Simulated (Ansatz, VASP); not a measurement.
Ag: VASP beside Ansatz

```xyz
2
Lattice="2.8743 0.0000 0.0000 -1.4371 2.4892 0.0000 0.0000 0.0000 4.7011" Properties=species:S:1:pos:R:3 pbc="T T T"
Ag    0.0000    1.6595    1.1753
Ag    1.4371    0.8297    3.5258
```

Alike in both runs: task relaxation of shape and atoms at fixed volume; functional PBE; k mesh 18 × 18 × 10; occupations gaussian, width 0.1 eV; no spin polarisation.

```csv
,VASP,Ansatz
version,VASP 6.6.1,Ansatz 0.2.0
potentials or method,"VASP PAW PBE potentials, release 64 (Ag)","scalar-relativistic, plane waves, PAW"
plane-wave cutoff (eV),600,420
valence electrons in the cell,22,38
```

```tsv
	VASP	Ansatz	Ansatz less VASP
gap on the k mesh at the Fermi level, each at its own relaxed structure (eV)	none	none	-
relaxed volume (Å³/atom)	16.82	16.82	0.000
relaxed cell length with the largest relative difference (Å)	2.874	2.874	0.0000
```

A gap of «none» marks a metal or a gap that the smearing closes. The two sets of potentials don't hold the same shells in valence.

Caveats: the relaxation stopped at its first step, so nothing moved.
